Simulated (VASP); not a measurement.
Crystal: TiSi.

```
Ti Si
1.0
     1.81618   -2.11762    0.00000
     1.81618    2.11762    0.00000
     0.00000    0.00000    3.80393
Ti Si
1 1
Cartesian
  1.8162 0.0000 0.0000
  0.0000 0.0000 1.9020
```

The cell comes from a database or a generator and needn't be the stable form of this composition.

| Quantity | Value |
| --- | --- |
| Program | VASP 6.6.1 |
| Task | relaxation of cell and atoms |
| Functional | LDA |
| Potentials or basis | VASP PAW LDA potentials, release 64 (Ti_sv, Si) |
| Cutoff | 600 eV |
| k mesh | 8 × 8 × 6 |
| Occupations | fermi-dirac, width 0.05 eV |
| Spin | no spin polarisation |

At the start: pressure -7.5 GPa; volume 14.63 Å³/atom.

How do energy, volume and symmetry change on relaxing?

Over 9 steps the energy falls by 25.6 meV/atom and the volume is 13.73 Å³/atom (-6.1 %); space group Cmmm (No. 65, to 0.05 Å).

Step by step:
```csv
step,energy change (eV),largest force (eV/Å),pressure (GPa),volume (Å³)
1,0.0000,0.0000,-7.54,29.26
2,-0.0159,0.0000,7.38,26.44
3,-0.0410,0.0000,0.14,27.62
4,-0.0469,0.0000,0.20,27.53
5,-0.0508,0.0000,0.49,27.39
6,-0.0509,0.0000,0.52,27.37
7,-0.0508,0.0000,-0.67,27.58
8,-0.0511,0.0000,-0.04,27.47
9,-0.0511,0.0000,-0.03,27.46
```

Final structure:
```
Ti Si
1.0
     1.80139   -2.00809    0.00000
     1.80139    2.00809    0.00000
     0.00000    0.00000    3.79576
Ti Si
1 1
Direct
  0.50000 0.50000 0.00000
  0.00000 0.00000 0.50000
```
